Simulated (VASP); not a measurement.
## SnO (strained database structure): one r²SCAN single-point calculation in two programs

```
Sn O
1.0
     3.86844    0.00000    0.00000
     0.00000    3.86844    0.00000
     0.00000    0.00000    4.85355
Sn O
2 2
Cartesian
  0.0000 1.9342 1.1264
  1.9342 0.0000 3.7271
  1.9342 1.9342 0.0000
  0.0000 0.0000 0.0000
```

Datasets and cutoffs are each program's own. VASP's cell holds 40 valence electrons and Ansatz's 40. Ansatz's stress includes a Pulay correction; VASP's doesn't.

Cutoffs: 520 eV in VASP, 500 eV in Ansatz. k meshes: 6×6×6 and 6×6×6.

```csv
,VASP,Ansatz
gap between bands v and c,0.58 eV,0.57 eV
least direct gap,2.27 eV,2.31 eV
pressure,-1.3 GPa,-1.8 GPa
largest force,0.12 eV/Å,0.02 eV/Å
```

Band v is the last that the valence electrons fill when counted band by band, and c is the next. Levels in eV from the top of v, Ansatz:

```csv
point,v−1,v,c,c+1
Γ,-3.40,0.00,2.37,4.64
X,-2.59,-2.59,3.60,3.60
M,-1.86,-1.86,0.57,0.57
Z,-3.06,-2.10,1.94,3.38
R,-1.71,-1.71,2.94,2.94
A,-2.62,-2.62,2.82,2.82
```

VASP:

```json
{"point": "Γ", "v−1": "-3.42", "v": "0.00", "c": "2.34", "c+1": "4.61"}
{"point": "X", "v−1": "-2.57", "v": "-2.57", "c": "3.59", "c+1": "3.59"}
{"point": "M", "v−1": "-1.83", "v": "-1.83", "c": "0.58", "c+1": "0.58"}
{"point": "Z", "v−1": "-3.06", "v": "-2.09", "c": "1.88", "c+1": "3.38"}
{"point": "R", "v−1": "-1.70", "v": "-1.70", "c": "2.93", "c+1": "2.93"}
{"point": "A", "v−1": "-2.60", "v": "-2.60", "c": "2.83", "c+1": "2.83"}
```

Forces (eV/Å), VASP:

```csv
atom,Fx,Fy,Fz
Sn,0.000,0.000,0.121
Sn,0.000,0.000,-0.121
O,0.000,0.000,0.000
O,0.000,0.000,0.000
```

Ansatz:

```tsv
atom	Fx	Fy	Fz
Sn	0.000	0.000	-0.016
Sn	0.000	0.000	0.016
O	0.000	0.000	0.000
O	0.000	0.000	0.000
```
